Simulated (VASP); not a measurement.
Input of a VASP 6.6.1 run:

The input POSCAR:

```
CdTe
1.0
    0.0000000000      3.2050000000      3.2050000000
    3.2050000000      0.0000000000      3.2050000000
    3.2050000000      3.2050000000      0.0000000000
Te Cd
1 1
Direct
    0.7500000000      0.7500000000      0.7500000000
    0.0000000000      0.0000000000      0.0000000000
```

INCAR.step1

```
  ALGO = Fast
  EDIFF = 1E-7
  ENCUT = 520
  GGA = PS
  ISIF = 2
  ISMEAR = -1
  LASPH = T
  LCHARG = T
  LREAL = F
  LWAVE = F
  NBANDS = 16
  NELM = 100
  PREC = Accurate
  SIGMA = 0.05
```

File KPOINTS.step1:

```
k-points
0
Gamma
  7 7 7
```

INCAR.step2

```
  ALGO = Fast
  EDIFF = 1E-7
  ENCUT = 520
  GGA = PS
  ICHARG = 11
  ISIF = 2
  ISMEAR = 0
  LASPH = T
  LCHARG = F
  LREAL = F
  LWAVE = F
  NBANDS = 16
  NELM = 100
  PREC = Accurate
  SIGMA = 0.05
```

The input KPOINTS.step2:

```
path GXWKGLUWLK,UX
20
line-mode
reciprocal
 0.0000000000  0.0000000000  0.0000000000  G
 0.5000000000  0.0000000000  0.5000000000  X

 0.5000000000  0.0000000000  0.5000000000  X
 0.5000000000  0.2500000000  0.7500000000  W

 0.5000000000  0.2500000000  0.7500000000  W
 0.3750000000  0.3750000000  0.7500000000  K

 0.3750000000  0.3750000000  0.7500000000  K
 0.0000000000  0.0000000000  0.0000000000  G

 0.0000000000  0.0000000000  0.0000000000  G
 0.5000000000  0.5000000000  0.5000000000  L

 0.5000000000  0.5000000000  0.5000000000  L
 0.6250000000  0.2500000000  0.6250000000  U

 0.6250000000  0.2500000000  0.6250000000  U
 0.5000000000  0.2500000000  0.7500000000  W

 0.5000000000  0.2500000000  0.7500000000  W
 0.5000000000  0.5000000000  0.5000000000  L

 0.5000000000  0.5000000000  0.5000000000  L
 0.3750000000  0.3750000000  0.7500000000  K

 0.6250000000  0.2500000000  0.6250000000  U
 0.5000000000  0.0000000000  0.5000000000  X
```

Potentials or basis: VASP PAW PBE potentials, release 64 (Te, Cd).

Command:

```sh
$ cat potpaw_PBE.64/Te/POTCAR potpaw_PBE.64/Cd/POTCAR > POTCAR
$ cp INCAR.step1 INCAR
$ cp KPOINTS.step1 KPOINTS
$ mpirun -np 1 vasp_std > vasp.out
$ cp INCAR.step2 INCAR
$ cp KPOINTS.step2 KPOINTS
$ mpirun -np 1 vasp_std > vasp.out
```

Q: What does it give for the band gap along the path?

A: 0.76 eV, direct.

Q: What does it give for the band gap on the k mesh?

A: 0.76 eV, direct.

Levels at the corners of the path, in eV from the valence-band top:
| point | band 7 | band 8 | band 9 | band 10 | band 11 | band 12 |
| --- | --- | --- | --- | --- | --- | --- |
| Γ | 0.00 | 0.00 | 0.00 | 0.76 | 4.52 | 4.52 |
| X | -4.51 | -2.00 | -2.00 | 2.41 | 2.58 | 8.91 |
| X | -4.51 | -2.00 | -2.00 | 2.41 | 2.58 | 8.91 |
| W | -4.39 | -2.49 | -2.38 | 4.34 | 4.58 | 5.52 |
| W | -4.39 | -2.49 | -2.38 | 4.34 | 4.58 | 5.52 |
| K | -4.41 | -2.75 | -1.66 | 2.78 | 4.50 | 7.31 |
| K | -4.41 | -2.75 | -1.66 | 2.78 | 4.50 | 7.31 |
| Γ | 0.00 | 0.00 | 0.00 | 0.76 | 4.52 | 4.52 |
| Γ | 0.00 | 0.00 | 0.00 | 0.76 | 4.52 | 4.52 |
| L | -4.67 | -0.83 | -0.83 | 1.76 | 5.11 | 5.11 |
| L | -4.67 | -0.83 | -0.83 | 1.76 | 5.11 | 5.11 |
| U | -4.41 | -2.75 | -1.66 | 2.78 | 4.50 | 7.31 |
| U | -4.41 | -2.75 | -1.66 | 2.78 | 4.50 | 7.31 |
| W | -4.39 | -2.49 | -2.38 | 4.34 | 4.58 | 5.52 |
| W | -4.39 | -2.49 | -2.38 | 4.34 | 4.58 | 5.52 |
| L | -4.67 | -0.83 | -0.83 | 1.76 | 5.11 | 5.11 |
| L | -4.67 | -0.83 | -0.83 | 1.76 | 5.11 | 5.11 |
| K | -4.41 | -2.75 | -1.66 | 2.78 | 4.50 | 7.31 |
| U | -4.41 | -2.75 | -1.66 | 2.78 | 4.50 | 7.31 |
| X | -4.51 | -2.00 | -2.00 | 2.41 | 2.58 | 8.91 |

Caveat: the log is that of the step along the path at fixed density, whose energy, stress, charges and moments have no meaning; spin-orbit coupling is left out, which moves the levels of the heavy elements.

**Experimental background.**

A printed reference work, data compilation reports, for a bulk crystal of CdTe at 0 K: band gap 1.607 eV.

Against the measured gap of CdTe, 1.607 eV (0 K; a printed reference work, data compilation), the calculated 0.76 eV is off by -0.85 eV. Spin-orbit coupling on Cd, Te is left out. The value is that of PBEsol, without temperature or zero-point motion. Semilocal functionals fall short of measured gaps as a rule.
